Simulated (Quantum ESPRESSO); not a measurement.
Runs of Quantum ESPRESSO 7.5 on CuI (Marshite). It takes space group F-43m (No. 216, cubic). Conventional cell: a = 6.063 Å, b = 6.063 Å, c = 6.063 Å, α = 90.00°, β = 90.00°, γ = 90.00°. I (site symmetry -43m) is surrounded by 4 Cu at 2.63 Å. Cu (site symmetry -43m) has 4 I at 2.63 Å as nearest neighbours. 

```csv
task,level,potentials or basis,cell,k mesh,form of the LDA correlation,pressure (GPa)
phonons,BLYP,GBRV 1.5 PBE,relaxed,"4 × 4 × 4, shifted",-,0.1
dielectric tensor,PBEsol,GBRV 1.5 PBEsol,as given,"6 × 6 × 6, shifted",-,-2.7
phonons,PW91,GBRV 1.5 PBE,relaxed,"4 × 4 × 4, shifted",-,0.0
dielectric tensor,PBE,GBRV 1.5 PBE,as given,"8 × 8 × 8, shifted",-,0.2
phonons,PBE,GBRV 1.5 PBE,relaxed to -3 GPa,"6 × 6 × 6, shifted",-,-2.9
phonons,LDA,GBRV 1.5 LDA,relaxed,"4 × 4 × 4, shifted",PZ81,-0.1
phonons,RPBE,GBRV 1.5 PBE,relaxed,"4 × 4 × 4, shifted",-,0.1
dielectric tensor,WC,GBRV 1.5 PBE,as given,"6 × 6 × 6, shifted",-,-2.7
dielectric tensor,PBE,GBRV 1.5 PBE,as given,"6 × 6 × 6, shifted",-,0.2
dielectric tensor,LDA,GBRV 1.5 LDA,as given,"6 × 6 × 6, shifted",PZ81,-4.5
dielectric tensor,BLYP,GBRV 1.5 PBE,as given,"6 × 6 × 6, shifted",-,(a)
phonons,PBE,GBRV 1.5 PBE,relaxed,"6 × 6 × 6, shifted",-,0.0
```

Alike in all rows: no spin polarisation; cutoff (eV) 762; smearing fermi-dirac 0.05 eV.

Question: Fill in the values left out.

Answer: (a) 3.4.

Caveats: the potentials were made for another functional, which shifts forces and pressure (some runs); the cell is more than 3 GPa from zero pressure, which shifts response properties (some runs); before the sum rule the acoustic modes lie tens of cm⁻¹ from zero, a sign that the density grid also shifts the optical modes (some runs).
